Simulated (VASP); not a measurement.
## SnSe in VASP 6.6.1, single-point calculation

INCAR

```
GGA = PE
ENCUT = 520
NSW = 0
LWAVE = .FALSE.
PREC = Accurate
EDIFF = 1E-7
NELM = 56
ISIF = 2
LCHARG = .FALSE.
LREAL = .FALSE.
IVDW = 20
IBRION = -1
NBANDS = 17
LASPH = .TRUE.
ISMEAR = -1
SIGMA = 0.02
```

KPOINTS

```
KPOINTS created by Atomic Simulation Environment
0
Gamma
8 8 8
0 0 0
```

POSCAR

```
Sn Se
 1.0000000000000000
     0.0000000000000000    2.8422117735999999    2.8422117735999999
     2.8422117735999999    0.0000000000000000    2.8422117735999999
     2.8422117735999999    2.8422117735999999    0.0000000000000000
 Sn  Se
   1   1
Cartesian
  0.0000000000000000  0.0000000000000000  0.0000000000000000
  2.8422117735999999  2.8422117735999999  2.8422117735999999
```

The recommended PBE PAW datasets give the neutral cell 20 valence electrons.

Command

```
mpirun -np 1 vasp_std
```

**Question.** Predict the outcome of this run.

**Answer.** It converged. Results: gap between bands v and c on the k mesh 0.61 eV; least direct gap on the k mesh 0.74 eV; pressure 13.3 GPa. Band v is the last that the valence electrons fill when counted band by band, and c is the next.

OSZICAR

```
N       E                     dE             d eps       ncg     rms          rms(c)
DAV:   1     0.135968524440E+03    0.13597E+03   -0.99721E+03  1004   0.152E+03
DAV:   2     0.369952519342E+01   -0.13227E+03   -0.12834E+03  1082   0.365E+02
DAV:   3    -0.770429359686E+01   -0.11404E+02   -0.11324E+02  1244   0.915E+01
DAV:   4    -0.796937652138E+01   -0.26508E+00   -0.26491E+00  1172   0.146E+01
DAV:   5    -0.797639998382E+01   -0.70235E-02   -0.70230E-02  1374   0.235E+00    0.431E+00
DAV:   6    -0.786696347036E+01    0.10944E+00   -0.21875E-01  1411   0.312E+00    0.267E+00
DAV:   7    -0.786263875872E+01    0.43247E-02   -0.65623E-02  1253   0.125E+00    0.976E-01
DAV:   8    -0.786336251771E+01   -0.72376E-03   -0.65443E-03  1256   0.753E-01    0.798E-02
DAV:   9    -0.786340251941E+01   -0.40002E-04   -0.66372E-04  1397   0.276E-01    0.542E-02
DAV:  10    -0.786340776905E+01   -0.52496E-05   -0.74898E-05  1222   0.567E-02    0.148E-02
DAV:  11    -0.786341183741E+01   -0.40684E-05   -0.18514E-05  1295   0.419E-02    0.695E-03
DAV:  12    -0.786341166413E+01    0.17328E-06   -0.10319E-06  1268   0.910E-03    0.409E-03
DAV:  13    -0.786341153396E+01    0.13017E-06   -0.20000E-07   910   0.432E-03    0.102E-03
DAV:  14    -0.786341142990E+01    0.10406E-06   -0.72855E-08   601   0.160E-03    0.571E-04
DAV:  15    -0.786341143521E+01   -0.53105E-08   -0.55259E-09   582   0.716E-04
   1 F= -.84269525E+01 E0= -.84269525E+01  d E =-.138180E-07
```

Standard output (part)

```
POSCAR found type information on POSCAR SnSe
 POSCAR found :  2 types and       2 ions
 LDA part: xc-table for (Slater+PW92), standard interpolation
 POSCAR, INCAR and KPOINTS ok, starting setup
 WAVECAR not read
 entering main loop
 augmentation electrons   20.1842944258551
 total        electrons   20.1842944258551
 augmentation electrons   380.327241599564
 total        electrons   380.327241599564
 augmentation electrons   6.31341175812313
 soft         electrons   13.8708825443892
 total        electrons   20.1842943025124
 translations:           2           2           2
```

For comparison, a separate PBE run of the intended cell, on usual settings and not on those above, gives a gap of 0.61 eV on its mesh and a pressure of 14.1 GPa.
